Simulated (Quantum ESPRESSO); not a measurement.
# NaH: dielectric tensor and Born charges under several settings

```
Na H
1.0
     0.00000    2.44000    2.44000
     2.44000    0.00000    2.44000
     2.44000    2.44000    0.00000
Na H
1 1
Cartesian
  0.0000 0.0000 0.0000
  2.4400 2.4400 2.4400
```

All runs used Quantum ESPRESSO 7.5; k mesh 6 × 6 × 6, shifted; given cell; no spin polarisation; cutoff 1197 eV; occupations smeared at first, fixed for the response.

| level | potentials | pressure (GPa) | ε∞ (diagonal) | Born charge of atom 1 (e) |
| --- | --- | --- | --- | --- |
| LDA | PseudoDojo 0.4.1 SR LDA standard | -2.6 | 3.34 | 0.98 |
| PBE | PseudoDojo 0.4.1 SR PBE standard | -0.6 | 3.13 | 0.98 |
| PBEsol | PseudoDojo 0.4.1 SR PBEsol standard | -1.2 | 3.25 | 0.98 |
| WC | PseudoDojo 0.4.1 SR PBE standard | ? | ? | ? |
| BLYP | PseudoDojo 0.4.1 SR PBE standard | -0.4 | 2.94 | 1.00 |
| AM05 | PseudoDojo 0.4.1 SR PBE standard | -0.5 | 3.23 | 0.98 |

What stands in the row left open?

Pressure -1.0 GPa; ε∞ 3.21; Born charge of atom 1 0.98 e.

Caveats: the potentials were made for another functional, which shifts forces and pressure (some runs).

For the row left open. Caveat: the potentials were made for another functional, which shifts forces and pressure.
